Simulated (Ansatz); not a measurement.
Born–Oppenheimer molecular dynamics of a periodic cell of 16 atoms, Pd (surface Pd(110)). It starts from a relaxed structure.

Theory: Ansatz, DFT PBE, scalar-relativistic, plane waves, PAW. Settings: accuracy low, PAW set soft_1, cutoff 420 eV, k mesh 2x2x1, fermi-dirac smearing 0.1 eV, no spin polarisation.

```json
{
  "ensemble": "NVT, Langevin thermostat",
  "time step": "3 fs",
  "steps asked": "200",
  "set temperature": "1200 K",
  "friction": "0.01 /fs",
  "atoms held": "1 to 4",
  "seed": "782739"
}
```

Frames 3 fs apart, positions in Å, forces in eV/Å.

Velocities at 450 fs (Å/ps):

```
Pd 0.00 0.00 0.00
Pd 0.00 0.00 0.00
Pd 0.00 0.00 0.00
Pd 0.00 0.00 0.00
Pd 0.72 2.17 -0.18
Pd -0.73 2.10 3.98
Pd 5.00 3.24 -3.88
Pd 0.11 1.09 3.32
Pd 2.56 1.85 1.24
Pd -3.42 -1.80 3.59
Pd 3.53 0.64 -6.36
Pd -0.56 8.78 0.58
Pd -5.20 2.96 0.48
Pd 0.99 1.01 3.18
Pd 3.12 -5.16 4.63
Pd 6.25 0.66 2.26
```

```xyz
16
Lattice="7.7800 0.0000 0.0000 0.0000 5.5013 0.0000 0.0000 0.0000 16.1260" Properties=species:S:1:pos:R:3:forces:R:3 time_fs=450 energy_less_start_eV=2.417 T=1456
Pd 1.945 1.375 1.000 -0.79 -0.45 0.29
Pd 5.835 1.375 1.000 -0.28 -0.13 0.59
Pd 1.945 4.126 1.000 -0.13 -0.15 0.54
Pd 5.835 4.126 1.000 -0.47 -0.47 0.38
Pd -0.106 -0.206 2.373 0.39 0.39 0.77
Pd 3.898 -0.307 2.557 -1.83 -0.99 -2.14
Pd -0.288 2.600 2.740 0.05 -0.47 -0.48
Pd 3.698 2.437 2.495 1.45 0.58 -0.49
Pd 1.962 1.042 3.878 -1.29 -0.72 -1.02
Pd 5.447 0.803 3.932 2.86 1.73 1.36
Pd 1.844 3.665 3.852 -0.52 1.01 0.00
Pd 5.393 3.642 4.214 1.84 -0.78 -0.50
Pd 0.180 -0.119 5.299 -0.96 -1.00 -0.15
Pd 3.575 -0.618 5.340 -0.63 0.01 1.10
Pd -0.056 2.482 5.450 -0.07 0.38 -0.65
Pd 3.606 1.996 5.496 0.37 1.07 0.39
16
Lattice="7.7800 0.0000 0.0000 0.0000 5.5013 0.0000 0.0000 0.0000 16.1260" Properties=species:S:1:pos:R:3:forces:R:3 time_fs=453 energy_less_start_eV=2.503 T=1444
Pd 1.945 1.375 1.000 -0.75 -0.44 0.31
Pd 5.835 1.375 1.000 -0.29 -0.11 0.64
Pd 1.945 4.126 1.000 -0.11 -0.13 0.51
Pd 5.835 4.126 1.000 -0.48 -0.46 0.41
Pd -0.104 -0.197 2.371 0.36 0.40 0.78
Pd 3.895 -0.303 2.570 -1.90 -1.03 -2.36
Pd -0.272 2.609 2.728 -0.06 -0.51 -0.40
Pd 3.698 2.440 2.506 1.56 0.53 -0.61
Pd 1.969 1.046 3.879 -1.38 -0.74 -0.86
Pd 5.438 0.797 3.942 3.06 1.99 1.37
Pd 1.855 3.668 3.833 -0.64 1.10 0.23
Pd 5.392 3.668 4.214 2.02 -1.06 -0.52
Pd 0.164 -0.110 5.300 -0.86 -1.11 -0.23
Pd 3.576 -0.616 5.350 -0.76 0.00 1.17
Pd -0.047 2.470 5.463 -0.06 0.52 -0.77
Pd 3.624 2.001 5.503 0.29 1.08 0.37
16
Lattice="7.7800 0.0000 0.0000 0.0000 5.5013 0.0000 0.0000 0.0000 16.1260" Properties=species:S:1:pos:R:3:forces:R:3 time_fs=456 energy_less_start_eV=2.603 T=1422
Pd 1.945 1.375 1.000 -0.71 -0.41 0.33
Pd 5.835 1.375 1.000 -0.30 -0.09 0.67
Pd 1.945 4.126 1.000 -0.11 -0.13 0.50
Pd 5.835 4.126 1.000 -0.48 -0.44 0.44
Pd -0.102 -0.188 2.367 0.35 0.37 0.79
Pd 3.890 -0.300 2.582 -1.91 -1.02 -2.52
Pd -0.256 2.618 2.715 -0.16 -0.54 -0.37
Pd 3.698 2.445 2.518 1.65 0.44 -0.75
Pd 1.975 1.049 3.879 -1.43 -0.75 -0.69
Pd 5.430 0.792 3.952 3.18 2.21 1.36
Pd 1.862 3.670 3.814 -0.72 1.19 0.44
Pd 5.390 3.697 4.211 2.17 -1.36 -0.50
Pd 0.148 -0.103 5.302 -0.77 -1.19 -0.30
Pd 3.576 -0.614 5.360 -0.85 0.01 1.19
Pd -0.037 2.461 5.475 -0.07 0.63 -0.85
Pd 3.641 2.007 5.510 0.19 1.05 0.32
16
Lattice="7.7800 0.0000 0.0000 0.0000 5.5013 0.0000 0.0000 0.0000 16.1260" Properties=species:S:1:pos:R:3:forces:R:3 time_fs=459 energy_less_start_eV=2.694 T=1315
Pd 1.945 1.375 1.000 -0.65 -0.38 0.37
Pd 5.835 1.375 1.000 -0.32 -0.07 0.70
Pd 1.945 4.126 1.000 -0.10 -0.12 0.47
Pd 5.835 4.126 1.000 -0.50 -0.43 0.46
Pd -0.103 -0.181 2.363 0.36 0.39 0.78
Pd 3.882 -0.298 2.593 -1.90 -1.00 -2.68
Pd -0.242 2.628 2.701 -0.24 -0.58 -0.31
Pd 3.698 2.451 2.534 1.75 0.35 -0.90
Pd 1.982 1.051 3.877 -1.55 -0.75 -0.52
Pd 5.423 0.789 3.962 3.28 2.42 1.32
Pd 1.866 3.671 3.796 -0.82 1.29 0.67
Pd 5.390 3.726 4.209 2.29 -1.65 -0.49
Pd 0.132 -0.098 5.307 -0.68 -1.26 -0.38
Pd 3.573 -0.613 5.370 -0.96 0.01 1.21
Pd -0.028 2.452 5.486 -0.06 0.74 -0.97
Pd 3.657 2.012 5.517 0.10 1.05 0.28
16
Lattice="7.7800 0.0000 0.0000 0.0000 5.5013 0.0000 0.0000 0.0000 16.1260" Properties=species:S:1:pos:R:3:forces:R:3 time_fs=462 energy_less_start_eV=2.781 T=1126
Pd 1.945 1.375 1.000 -0.61 -0.35 0.40
Pd 5.835 1.375 1.000 -0.32 -0.06 0.71
Pd 1.945 4.126 1.000 -0.10 -0.11 0.46
Pd 5.835 4.126 1.000 -0.52 -0.42 0.48
Pd -0.103 -0.173 2.361 0.37 0.38 0.81
Pd 3.871 -0.298 2.604 -1.80 -0.95 -2.81
Pd -0.230 2.637 2.687 -0.32 -0.63 -0.28
Pd 3.701 2.457 2.549 1.82 0.28 -1.05
Pd 1.989 1.052 3.872 -1.71 -0.73 -0.33
Pd 5.418 0.787 3.971 3.32 2.59 1.25
Pd 1.871 3.674 3.779 -0.91 1.34 0.83
Pd 5.393 3.753 4.207 2.35 -1.91 -0.42
Pd 0.118 -0.096 5.313 -0.58 -1.29 -0.46
Pd 3.567 -0.612 5.378 -0.97 -0.02 1.24
Pd -0.018 2.443 5.494 -0.05 0.81 -1.02
Pd 3.671 2.016 5.524 0.01 1.05 0.24
16
Lattice="7.7800 0.0000 0.0000 0.0000 5.5013 0.0000 0.0000 0.0000 16.1260" Properties=species:S:1:pos:R:3:forces:R:3 time_fs=465 energy_less_start_eV=2.851 T=1142
Pd 1.945 1.375 1.000 -0.56 -0.32 0.42
Pd 5.835 1.375 1.000 -0.34 -0.04 0.74
Pd 1.945 4.126 1.000 -0.11 -0.12 0.41
Pd 5.835 4.126 1.000 -0.52 -0.40 0.51
Pd -0.102 -0.163 2.361 0.34 0.36 0.77
Pd 3.857 -0.299 2.613 -1.63 -0.84 -2.86
Pd -0.218 2.643 2.677 -0.39 -0.64 -0.27
Pd 3.705 2.464 2.561 1.91 0.16 -1.16
Pd 1.995 1.053 3.866 -1.79 -0.69 -0.16
Pd 5.415 0.785 3.980 3.30 2.72 1.15
Pd 1.875 3.677 3.764 -1.01 1.37 1.02
Pd 5.397 3.779 4.205 2.39 -2.15 -0.40
Pd 0.104 -0.097 5.321 -0.49 -1.32 -0.52
Pd 3.560 -0.610 5.384 -1.00 -0.04 1.24
Pd -0.007 2.435 5.503 -0.05 0.88 -1.08
Pd 3.684 2.019 5.532 -0.06 1.05 0.20
16
Lattice="7.7800 0.0000 0.0000 0.0000 5.5013 0.0000 0.0000 0.0000 16.1260" Properties=species:S:1:pos:R:3:forces:R:3 time_fs=468 energy_less_start_eV=2.902 T=1032
Pd 1.945 1.375 1.000 -0.52 -0.30 0.45
Pd 5.835 1.375 1.000 -0.35 -0.03 0.77
Pd 1.945 4.126 1.000 -0.12 -0.11 0.38
Pd 5.835 4.126 1.000 -0.53 -0.39 0.55
Pd -0.101 -0.153 2.361 0.32 0.32 0.77
Pd 3.843 -0.299 2.619 -1.38 -0.69 -2.85
Pd -0.208 2.649 2.667 -0.44 -0.65 -0.26
Pd 3.707 2.475 2.572 1.99 0.02 -1.25
Pd 2.000 1.054 3.862 -1.91 -0.62 0.00
Pd 5.413 0.788 3.989 3.20 2.80 0.98
Pd 1.878 3.680 3.752 -1.11 1.39 1.17
Pd 5.404 3.803 4.202 2.36 -2.34 -0.35
Pd 0.090 -0.100 5.331 -0.39 -1.33 -0.61
Pd 3.551 -0.607 5.388 -0.95 -0.11 1.23
Pd 0.006 2.427 5.511 -0.05 0.93 -1.11
Pd 3.698 2.020 5.538 -0.14 1.09 0.16
16
Lattice="7.7800 0.0000 0.0000 0.0000 5.5013 0.0000 0.0000 0.0000 16.1260" Properties=species:S:1:pos:R:3:forces:R:3 time_fs=471 energy_less_start_eV=2.911 T=964
Pd 1.945 1.375 1.000 -0.48 -0.28 0.46
Pd 5.835 1.375 1.000 -0.36 -0.02 0.78
Pd 1.945 4.126 1.000 -0.15 -0.11 0.32
Pd 5.835 4.126 1.000 -0.53 -0.37 0.57
Pd -0.101 -0.144 2.361 0.30 0.29 0.75
Pd 3.828 -0.301 2.622 -1.12 -0.51 -2.78
Pd -0.199 2.653 2.657 -0.48 -0.64 -0.24
Pd 3.707 2.488 2.579 2.07 -0.13 -1.30
Pd 2.004 1.054 3.862 -1.96 -0.55 0.10
Pd 5.413 0.794 3.998 3.08 2.80 0.82
Pd 1.879 3.686 3.742 -1.21 1.40 1.32
Pd 5.414 3.823 4.200 2.31 -2.44 -0.32
Pd 0.073 -0.101 5.340 -0.32 -1.35 -0.65
Pd 3.543 -0.601 5.393 -0.89 -0.17 1.18
Pd 0.020 2.421 5.519 -0.05 0.98 -1.15
Pd 3.711 2.022 5.543 -0.21 1.12 0.13
16
Lattice="7.7800 0.0000 0.0000 0.0000 5.5013 0.0000 0.0000 0.0000 16.1260" Properties=species:S:1:pos:R:3:forces:R:3 time_fs=474 energy_less_start_eV=2.892 T=1053
Pd 1.945 1.375 1.000 -0.46 -0.25 0.47
Pd 5.835 1.375 1.000 -0.37 -0.01 0.80
Pd 1.945 4.126 1.000 -0.18 -0.12 0.28
Pd 5.835 4.126 1.000 -0.53 -0.35 0.60
Pd -0.099 -0.134 2.361 0.27 0.26 0.74
Pd 3.813 -0.303 2.621 -0.79 -0.30 -2.62
Pd -0.191 2.658 2.647 -0.51 -0.66 -0.22
Pd 3.708 2.500 2.584 2.11 -0.29 -1.33
Pd 2.007 1.053 3.864 -2.02 -0.45 0.15
Pd 5.416 0.803 4.008 2.91 2.71 0.60
Pd 1.880 3.693 3.735 -1.28 1.36 1.42
Pd 5.423 3.840 4.197 2.22 -2.48 -0.28
Pd 0.053 -0.102 5.349 -0.23 -1.36 -0.69
Pd 3.535 -0.596 5.401 -0.79 -0.23 1.10
Pd 0.036 2.416 5.524 -0.09 1.01 -1.17
Pd 3.727 2.026 5.547 -0.29 1.14 0.14
16
Lattice="7.7800 0.0000 0.0000 0.0000 5.5013 0.0000 0.0000 0.0000 16.1260" Properties=species:S:1:pos:R:3:forces:R:3 time_fs=477 energy_less_start_eV=2.827 T=1021
Pd 1.945 1.375 1.000 -0.43 -0.24 0.49
Pd 5.835 1.375 1.000 -0.38 0.00 0.80
Pd 1.945 4.126 1.000 -0.22 -0.13 0.23
Pd 5.835 4.126 1.000 -0.51 -0.33 0.62
Pd -0.096 -0.122 2.362 0.24 0.19 0.72
Pd 3.799 -0.304 2.616 -0.49 -0.09 -2.41
Pd -0.185 2.664 2.638 -0.53 -0.64 -0.24
Pd 3.710 2.510 2.589 2.09 -0.42 -1.33
Pd 2.007 1.051 3.868 -1.97 -0.35 0.25
Pd 5.420 0.812 4.019 2.68 2.59 0.40
Pd 1.878 3.699 3.728 -1.29 1.35 1.53
Pd 5.433 3.853 4.191 2.11 -2.45 -0.26
Pd 0.032 -0.102 5.356 -0.16 -1.39 -0.73
Pd 3.530 -0.594 5.412 -0.70 -0.25 0.99
Pd 0.054 2.412 5.528 -0.09 1.04 -1.16
Pd 3.740 2.032 5.551 -0.36 1.13 0.10
16
Lattice="7.7800 0.0000 0.0000 0.0000 5.5013 0.0000 0.0000 0.0000 16.1260" Properties=species:S:1:pos:R:3:forces:R:3 time_fs=480 energy_less_start_eV=2.744 T=1026
Pd 1.945 1.375 1.000 -0.40 -0.21 0.51
Pd 5.835 1.375 1.000 -0.39 0.01 0.81
Pd 1.945 4.126 1.000 -0.25 -0.14 0.19
Pd 5.835 4.126 1.000 -0.50 -0.31 0.64
Pd -0.093 -0.110 2.363 0.20 0.14 0.69
Pd 3.785 -0.301 2.610 -0.20 0.06 -2.21
Pd -0.179 2.667 2.629 -0.55 -0.64 -0.24
Pd 3.715 2.521 2.593 2.03 -0.55 -1.30
Pd 2.006 1.044 3.873 -1.93 -0.20 0.28
Pd 5.427 0.821 4.029 2.48 2.45 0.24
Pd 1.874 3.706 3.721 -1.26 1.28 1.60
Pd 5.443 3.861 4.182 1.98 -2.36 -0.23
Pd 0.011 -0.105 5.361 -0.09 -1.39 -0.74
Pd 3.524 -0.593 5.425 -0.58 -0.28 0.84
Pd 0.071 2.407 5.531 -0.12 1.05 -1.16
Pd 3.751 2.038 5.554 -0.42 1.11 0.08
16
Lattice="7.7800 0.0000 0.0000 0.0000 5.5013 0.0000 0.0000 0.0000 16.1260" Properties=species:S:1:pos:R:3:forces:R:3 time_fs=483 energy_less_start_eV=2.662 T=1163
Pd 1.945 1.375 1.000 -0.36 -0.18 0.53
Pd 5.835 1.375 1.000 -0.39 0.01 0.82
Pd 1.945 4.126 1.000 -0.27 -0.16 0.15
Pd 5.835 4.126 1.000 -0.49 -0.28 0.66
Pd -0.086 -0.100 2.365 0.12 0.07 0.65
Pd 3.772 -0.296 2.606 0.09 0.17 -2.04
Pd -0.173 2.669 2.619 -0.57 -0.62 -0.25
Pd 3.721 2.534 2.598 1.93 -0.70 -1.27
Pd 2.004 1.035 3.877 -1.86 0.00 0.35
Pd 5.436 0.828 4.042 2.26 2.35 0.10
Pd 1.868 3.714 3.714 -1.20 1.18 1.69
Pd 5.456 3.869 4.173 1.82 -2.28 -0.18
Pd -0.010 -0.110 5.365 -0.02 -1.38 -0.75
Pd 3.518 -0.593 5.440 -0.46 -0.30 0.68
Pd 0.087 2.403 5.534 -0.13 1.05 -1.15
Pd 3.760 2.046 5.557 -0.49 1.06 0.02
```

Of the whole run (600 fs, mean temperature of the second half 1271 K): A run of 0.6 ps of so small a system gives no equilibrium averages. The SCF threshold is loose, so the forces are noisy. Limits of this set-up: coarse k mesh, thin slab, slab without dipole correction, a typed lattice constant that wasn't relaxed here, low accuracy level.

The run took 12 min on 4 threads of Arm Neoverse V2, with other jobs on the host, peak memory 2.2 GiB.
